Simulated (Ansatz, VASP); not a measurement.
**Br in VASP and in Ansatz**

INCAR

```
SYSTEM = Br
PREC = Accurate ; ENCUT = 520
EDIFF = 1E-7 ; ISMEAR = -1
SIGMA = 0.05 ; LREAL = .FALSE.
LASPH = .TRUE. ; NELM = 60
ALGO = Normal ; ISIF = 2
LWAVE = .FALSE. ; LCHARG = .FALSE.
NBANDS = 22
```

KPOINTS

```
Automatic mesh
0
G
  7 7 3
  0 0 0
```

Contents of POSCAR:

```
Br
1.0
    3.4075083649     -2.3531133733      0.0000000000
    3.4075083649      2.3531133733      0.0000000000
    0.0000000000      0.0000000000      8.8168170799
Br
4
Direct
    0.3651000000      0.6349000000      0.3901000000
    0.1349000000      0.8651000000      0.8901000000
    0.6349000000      0.3651000000      0.6099000000
    0.8651000000      0.1349000000      0.1099000000
```

input.yaml

```yaml
crystal:
  lattice:
    - [3.4075083649, -2.3531133733, 0.0]
    - [3.4075083649, 2.3531133733, 0.0]
    - [0.0, 0.0, 8.8168170799]
  atoms:
    - { symbol: Br, position: [0.3651, 0.6349, 0.3901] }
    - { symbol: Br, position: [0.1349, 0.8651, 0.8901] }
    - { symbol: Br, position: [0.6349, 0.3651, 0.6099] }
    - { symbol: Br, position: [0.8651, 0.1349, 0.1099] }
kpoints:
  mp_grid: { grid: [7, 7, 3] }
scf:
  occupations: { method: fermi_dirac, width: 0.05 }
hamiltonian:
  xc: lda
  pseudopotentials: { kind: all_electron, lapw: { basis_error: 0.002 } }
output:
  forces: true
  stress: true
  eigenvalues: true
```

Change from the starting cell: volume scaled by 1.04.

Alike in both runs: task single point; functional LDA; k mesh 7 × 7 × 3; occupations fermi-dirac, width 0.05 eV; no spin polarisation.

|  | VASP | Ansatz |
| --- | --- | --- |
| version | VASP 6.6.1 | Ansatz 0.2.0 |
| potentials or method | VASP PAW LDA potentials, release 64 (Br) | all-electron LAPW, scalar-relativistic |
| plane-wave cutoff (eV) | 520 | see its input |

|  | VASP | Ansatz | Ansatz less VASP |
| --- | --- | --- | --- |
| gap on the k mesh at the Fermi level (eV) | 1.64 | 1.65 | +0.009 |
| least direct gap on the mesh (eV) | 1.65 | 1.66 | +0.009 |
| pressure (GPa) | -2.1 | -2.1 | -0.03 |
| largest component of the traceless stress (GPa) | 0.96 | 1.01 | +0.053 |
| rms of the force components (eV/Å) | 0.182 | 0.166 | -0.0162 |

Atom by atom the forces differ by 0.018 eV/Å (rms over components). Ansatz ran all-electron here, so the differences hold the error of VASP's frozen core and of both bases.

Caveats: an odd mesh through Γ misses points on the zone boundary, where band edges often lie.
